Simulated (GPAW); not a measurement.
# Hf (Pm-3m) in GPAW: reference runs

Reference runs on Hf: the cell as given.

All numbers are computed with GPAW 26.7.0; they aren't measurements. Logs are shortened: lines on timing, memory, paths and dates and some standing lists are left out, and cuts for length are marked. The log counts tension as positive stress, the text compression.

## 1. The structure

It takes space group Pm-3m (No. 221, cubic). Conventional cell: a = 2.914 Å, b = 2.914 Å, c = 2.914 Å, α = 90.00°, β = 90.00°, γ = 90.00°. Around Hf (site symmetry m-3m) lie 6 Hf at 2.91 Å.

The cell was built by a generator and needn't be a form met in nature.

## 2. Single point, PBE

Input file run.py:

```python
from ase import Atoms
from ase.dft.bandgap import bandgap
from ase.io import write
from ase.units import Bohr, GPa
from gpaw import GPAW, PW
from gpaw.elf import elf_from_dft_calculation

atoms = Atoms(['Hf'],
              cell=[[2.91381, 0.0, 0.0],
                    [0.0, 2.91381, 0.0],
                    [0.0, 0.0, 2.91381]],
              scaled_positions=[[0.5, 0.5, 0.5]],
              pbc=True)

calc = GPAW(mode=PW(600),
            xc='PBE',
            kpts={'size': (9, 9, 9), 'gamma': True},
            occupations={'name': 'fermi-dirac', 'width': 0.05},
            nbands=14,
            convergence={'density': 1e-05, 'energy': 1e-05},
            maxiter=150,
            txt='gpaw.txt')
atoms.calc = calc
energy = atoms.get_potential_energy()
forces = atoms.get_forces()
stress = atoms.get_stress()
calc.write('gs.gpw')
write('result.traj', atoms)
print(f'Energy: {energy:.6f} eV')
print('Forces (eV/A):')
print(forces.round(4))
print('Stress (GPa):', (stress / GPa).round(3))
print('Fermi level:', round(calc.get_fermi_level(), 4), 'eV')
print(f'Gap: {bandgap(calc)[0]:.4f} eV, direct: {bandgap(calc, direct=True)[0]:.4f} eV')

# fields on the real-space grid
write('density.cube', atoms, data=calc.get_pseudo_density() * Bohr**3)
write('potential.cube', atoms, data=calc.get_electrostatic_potential())
write('elf.cube', atoms, data=elf_from_dft_calculation(calc).data)
```

Potentials or basis: GPAW PAW data sets (gpaw-data 1.2.1), pw.

Launch:

```bash
$ OMP_NUM_THREADS=1 python run.py
```

gpaw.txt:

```text
__  _  _
 | _ |_)|_||  |
 |__||  | ||/\| - 26.7.0

Input parameters:
  mode=PW(ecut=600.0),
  convergence={'density': 1e-05, 'energy': 1e-05},
  kpts=MonkhorstPack(size=(9, 9, 9), gamma=True),
  maxiter=150,
  nbands=14,
  occupations=Occupations(name='fermi-dirac', width=0.05),
  xc=XC(name='PBE')

Diagonalizing LCAO Hamiltonian
Converting LCAO to pw mode
   .------.
  /|      |
 * |      |
 | |  Hf  |
 | .------.
 |/      /
 *------*

Atoms  # Å, Bohr magnetons
|   | symbol |        x |        y |        z |    initial magnetic moments |
|---|--------|----------|----------|----------|-----------------------------|
| 0 |     Hf | 1.456905 | 1.456905 | 1.456905 | ( 0.0000,  0.0000,  0.0000) |

Unit cell  # Å
| periodic |        x |        y |        z |  lengths |    angles |
|----------|----------|----------|----------|----------|-----------|
|      yes | 2.913810 | 0.000000 | 0.000000 | 2.913810 | 90.000000 |
|      yes | 0.000000 | 2.913810 | 0.000000 | 2.913810 | 90.000000 |
|      yes | 0.000000 | 0.000000 | 2.913810 | 2.913810 | 90.000000 |

Number of symmetries: 48
Symmetry operations  # r_c * U_cc + t_c -> r_c
|    | kind |            matrix            |
|----|------|------------------------------|
|  0 |  E   |  1, 0, 0,  0, 1, 0,  0, 0, 1 |
|  1 |  σ   |  1, 0, 0,  0, 1, 0,  0, 0,-1 |
|  2 |  σ   |  1, 0, 0,  0, 0, 1,  0, 1, 0 |
|  3 |  C4  |  1, 0, 0,  0, 0, 1,  0,-1, 0 |
|  4 |  C4  |  1, 0, 0,  0, 0,-1,  0, 1, 0 |
|  5 |  σ   |  1, 0, 0,  0, 0,-1,  0,-1, 0 |
|  6 |  σ   |  1, 0, 0,  0,-1, 0,  0, 0, 1 |
|  7 |  C2  |  1, 0, 0,  0,-1, 0,  0, 0,-1 |
|  8 |  σ   |  0, 1, 0,  1, 0, 0,  0, 0, 1 |
|  9 |  C2  |  0, 1, 0,  1, 0, 0,  0, 0,-1 |
| 10 |  C3  |  0, 1, 0,  0, 0, 1,  1, 0, 0 |
| 11 |  S6  |  0, 1, 0,  0, 0, 1, -1, 0, 0 |
| 12 |  S6  |  0, 1, 0,  0, 0,-1,  1, 0, 0 |
| 13 |  C3  |  0, 1, 0,  0, 0,-1, -1, 0, 0 |
| 14 |  C4  |  0, 1, 0, -1, 0, 0,  0, 0, 1 |
| 15 |  S4  |  0, 1, 0, -1, 0, 0,  0, 0,-1 |
| 16 |  C3  |  0, 0, 1,  1, 0, 0,  0, 1, 0 |
| 17 |  S6  |  0, 0, 1,  1, 0, 0,  0,-1, 0 |
| 18 |  σ   |  0, 0, 1,  0, 1, 0,  1, 0, 0 |
| 19 |  C4  |  0, 0, 1,  0, 1, 0, -1, 0, 0 |
| 20 |  C2  |  0, 0, 1,  0,-1, 0,  1, 0, 0 |
| 21 |  S4  |  0, 0, 1,  0,-1, 0, -1, 0, 0 |
| 22 |  S6  |  0, 0, 1, -1, 0, 0,  0, 1, 0 |
| 23 |  C3  |  0, 0, 1, -1, 0, 0,  0,-1, 0 |
| 24 |  S6  |  0, 0,-1,  1, 0, 0,  0, 1, 0 |
| 25 |  C3  |  0, 0,-1,  1, 0, 0,  0,-1, 0 |
| 26 |  C4  |  0, 0,-1,  0, 1, 0,  1, 0, 0 |
| 27 |  σ   |  0, 0,-1,  0, 1, 0, -1, 0, 0 |
| 28 |  S4  |  0, 0,-1,  0,-1, 0,  1, 0, 0 |
| 29 |  C2  |  0, 0,-1,  0,-1, 0, -1, 0, 0 |
| 30 |  C3  |  0, 0,-1, -1, 0, 0,  0, 1, 0 |
| 31 |  S6  |  0, 0,-1, -1, 0, 0,  0,-1, 0 |
| 32 |  C4  |  0,-1, 0,  1, 0, 0,  0, 0, 1 |
| 33 |  S4  |  0,-1, 0,  1, 0, 0,  0, 0,-1 |
| 34 |  S6  |  0,-1, 0,  0, 0, 1,  1, 0, 0 |
| 35 |  C3  |  0,-1, 0,  0, 0, 1, -1, 0, 0 |
| 36 |  C3  |  0,-1, 0,  0, 0,-1,  1, 0, 0 |
| 37 |  S6  |  0,-1, 0,  0, 0,-1, -1, 0, 0 |
| 38 |  σ   |  0,-1, 0, -1, 0, 0,  0, 0, 1 |
| 39 |  C2  |  0,-1, 0, -1, 0, 0,  0, 0,-1 |
| 40 |  σ   | -1, 0, 0,  0, 1, 0,  0, 0, 1 |
| 41 |  C2  | -1, 0, 0,  0, 1, 0,  0, 0,-1 |
| 42 |  C2  | -1, 0, 0,  0, 0, 1,  0, 1, 0 |
| 43 |  S4  | -1, 0, 0,  0, 0, 1,  0,-1, 0 |
| 44 |  S4  | -1, 0, 0,  0, 0,-1,  0, 1, 0 |
| 45 |  C2  | -1, 0, 0,  0, 0,-1,  0,-1, 0 |
| 46 |  C2  | -1, 0, 0,  0,-1, 0,  0, 0, 1 |
| 47 |  i   | -1, 0, 0,  0,-1, 0,  0, 0,-1 |

BZ-sampling:
  Number of BZ points: 729
  Number of IBZ points: 35

  Monkhorst-Pack size: [9, 9, 9]
  Monkhorst-Pack shift: [0, 0, 0]

K-points  # in reciprocal-cell coordinates
|     |                                coordinates |     weight |
|-----|--------------------------------------------|------------|
|   0 | (  0.00000000,   0.00000000,   0.00000000) | 0.00137174 |
|   1 | (  0.11111111,   0.00000000,   0.00000000) | 0.00823045 |
|   2 | (  0.11111111,   0.11111111,   0.00000000) | 0.01646091 |
|   3 | (  0.11111111,   0.11111111,   0.11111111) | 0.01097394 |
|   4 | (  0.22222222,   0.00000000,   0.00000000) | 0.00823045 |
|   5 | (  0.22222222,   0.11111111,   0.00000000) | 0.03292181 |
|   6 | (  0.22222222,   0.11111111,   0.11111111) | 0.03292181 |
|   7 | (  0.22222222,   0.22222222,   0.00000000) | 0.01646091 |
|   8 | (  0.22222222,   0.22222222,   0.11111111) | 0.03292181 |
|   9 | (  0.22222222,   0.22222222,   0.22222222) | 0.01097394 |
| ... |                                            |            |
|  34 | (  0.44444444,   0.44444444,   0.44444444) | 0.01097394 |

Plane wave coefficients: 849
Cutoff: 600.0 eV

Spin-components: 1 (collinear spins)
Bands:           14
Projectors:      6
Spin-degeneracy: 2
Datatype:        complex128

Parallelization:
  kpt:    1
  domain: 1
  band:   1

Density:
  Valence electrons: 12.0
  Components: 1
  Grid points: [18 18 18]
  Charge: 0.0  # |e|

Potential:
  Grid points: [18 18 18]

species:
  Hf:
    name:    Hafnium
    Z:       72.0
    valence: 12
    core:    60
    charge:  0.0  # [|e|]
    compensation charges:
      type: gauss
      rc: 0.41  # [Å]
      lmax: 2
    cutoffs:
      filter: 2.36  # [Å]
      core: 4.02  # [Å]
    projectors
    | kind |    occ | energy [eV] | rcut [Å] |
    |------|--------|-------------|----------|
    |   5s |  2.000 |     -66.831 |    1.397 |
    |   6s |  2.000 |      -5.097 |    1.397 |
    |   5p |  6.000 |     -35.599 |    1.307 |
    |   6p |  0.000 |      -1.401 |    1.307 |
    |   5d |  2.000 |      -2.699 |    1.334 |
    |    d |        |      24.513 |    1.334 |

    Using partial waves for Hf as LCAO basis

Reference energy: -409886.115275  # eV

eigensolver:
  PPCG
  Converge bands: occupied
  niter=2

density mixing:
  MSR1-Mixer
  Pratt-step length: 0.05
  Maximum mixing coefficient: 0.75
  Old densities: 10
  SVD Regularization: 0.005
  Good broyden scale: 1.0
  Trust region scale: 1.0
  Backstep threshold: 4.0
  History deletion threshold: 6.0
  Fourier metric: weight=20.0, sigma=0.015

occupation numbers:
  Fermi-Dirac:
    width: 0.0500  # eV

poisson solver:
  ecut: 4800.0  # eV

xc functional:
  name: PBE with 2 nearest neighbor stencil

convergence criteria:
- Maximum integral of absolute [dens]ity change: 1e-05 electrons / valence electron
- Maximum [total energy] change in last 3 cyles: 1e-05 eV / valence electron
- Maximum integral of absolute [eigenst]ate change: 4e-08 eV^2 / valence electron
maximum number of iterations: 150

SCF iterations
|iter     | |      energy | eigst |  dens |
|---------|-|-------------|-------|-------|
|iter:   1| |   -6.456469 | -0.24 |       |
|iter:   2| |   -6.448595 | -2.92 | -1.42 |
|iter:   3| |   -6.424105 | -2.18 | -1.45 |
|iter:   4| |   -6.429163 | -3.52 | -2.00 |
|iter:   5| |   -6.430364 | -4.24 | -2.35 |
|iter:   6| |   -6.430366 | -6.86 | -3.58 |
|iter:   7| |   -6.430367c| -7.79c| -4.09 |
|iter:   8| |   -6.430368c| -8.74c| -5.20c|

Converged in 8 steps
Energy contributions relative to reference atoms: (reference = -409886.115275)

Energy contributions:
  Kinetic:           5.022823
  Coulomb:          -3.967937
  Zero:             -0.494661
  External:          0.000000
  Xc:               -6.983867
  Entropy:          -0.013451
  Spinorbit:         0.000000
  ----------------------------
  Free energy:      -6.437093
  Extrapolated:     -6.430368

dipole moment: (-0.000012, -0.000012, -0.000012)  # |e|*Ang

Fermi level: 8.318
Eigenvalues  # (at kpt = [0.000, 0.000, 0.000])
| band index |      eig [eV] | occ [0-2] |
|------------|---------------|-----------|
|          0 |       -53.175 |     2.000 |
|          1 |       -21.620 |     2.000 |
|          2 |       -21.620 |     2.000 |
|          3 |       -21.620 |     2.000 |
|          4 |         1.925 |     2.000 |
|          5 |         6.989 |     2.000 |
|          6 |         6.989 |     2.000 |
|          7 |        14.826 |     0.000 |
|          8 |        14.826 |     0.000 |
|          9 |        14.826 |     0.000 |
|         10 |        21.272 |     0.000 |
|         11 |        21.272 |     0.000 |
|         12 |        21.272 |     0.000 |
|         13 |        25.605 |     0.000 |

No gap
No difference between direct/indirect transitions

Forces  # eV/Ang
|       x |       y |       z |
|---------|---------|---------|
| 0.00000 | 0.00000 | 0.00000 |  # Hf   0

Stress tensor  # eV/Ang^3
|         x |         y |         z |
|-----------|-----------|-----------|
| -0.003584 |  0.000000 |  0.000000 |
|  0.000000 | -0.003584 |  0.000000 |
|  0.000000 |  0.000000 | -0.003584 |

# Writing to gs.gpw (mode='')
```

Wall time 9.2 s (1 thread of Arm Neoverse V1, shared host); peak memory 0.13 GiB.

What came out:

```yaml
Free_energy: -6.4371 eV
Pressure: 0.6 GPa
Band_gap_on_the_k_mesh: none (metal or under the smearing width)
```

Levels at points of the mesh, in eV from the Fermi level:
```csv
k point,band 4,band 5,band 6,band 7,band 8,band 9
"(0.00, 0.00, 0.00)",-29.94,-6.39,-1.33,-1.33,6.51,6.51
```

The run has no spin-orbit coupling, so splittings on Hf are missing.
